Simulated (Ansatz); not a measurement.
The calculation used Ansatz, DFT PBE, scalar-relativistic, plane waves, PAW. Settings: cutoff 420 eV, Γ-centred meshes spaced at most about 0.3 Å⁻¹, and about 0.25 Å⁻¹ or finer for metals (2π included), Gaussian smearing. No spin polarisation in the final relaxations.

Temperature and zero-point effects are left out.

Two relaxed structures of TiAl₃:

A.

```cif
data_structure
_symmetry_space_group_name_H-M 'I4/mmm'
_symmetry_Int_Tables_number 139
_cell_length_a 3.8455
_cell_length_b 3.8455
_cell_length_c 8.6224
_cell_angle_alpha 90.000
_cell_angle_beta 90.000
_cell_angle_gamma 90.000
_cell_volume 127.50
loop_
_atom_site_label
_atom_site_type_symbol
_atom_site_symmetry_multiplicity
_atom_site_Wyckoff_symbol
_atom_site_fract_x
_atom_site_fract_y
_atom_site_fract_z
_atom_site_occupancy
Ti1 Ti 2 a 0.00000 0.00000 0.00000 1
Al1 Al 2 b 0.50000 0.50000 0.00000 1
Al2 Al 4 d 0.00000 0.50000 0.25000 1
```

B.

```cif
data_structure
_symmetry_space_group_name_H-M 'Pm-3m'
_symmetry_Int_Tables_number 221
_cell_length_a 3.9800
_cell_length_b 3.9800
_cell_length_c 3.9800
_cell_angle_alpha 90.000
_cell_angle_beta 90.000
_cell_angle_gamma 90.000
_cell_volume 63.04
loop_
_atom_site_label
_atom_site_type_symbol
_atom_site_symmetry_multiplicity
_atom_site_Wyckoff_symbol
_atom_site_fract_x
_atom_site_fract_y
_atom_site_fract_z
_atom_site_occupancy
Ti1 Ti 1 a 0.00000 0.00000 0.00000 1
Al1 Al 3 c 0.50000 0.50000 0.00000 1
```

**Question.** Which arrangement of the elements on these sites is preferred, and by what margin?

**Answer.** A is lower, by 29 meV/atom. The two share one framework of sites and differ in which element sits where. A has the TiAl3 (D0_22) type, space group I4/mmm (No. 139), 15.9 Å³/atom and no gap on its mesh; B has the Cu3Au (L1_2) type, space group Pm-3m (No. 221), 15.8 Å³/atom and no gap. Counting all near atoms (those within 1.25 times the shortest distance at each site), A and B both have Ti 12, Al 12. Origin: A is a Materials Project cell, relaxed; B is a Materials Project cell, relaxed.
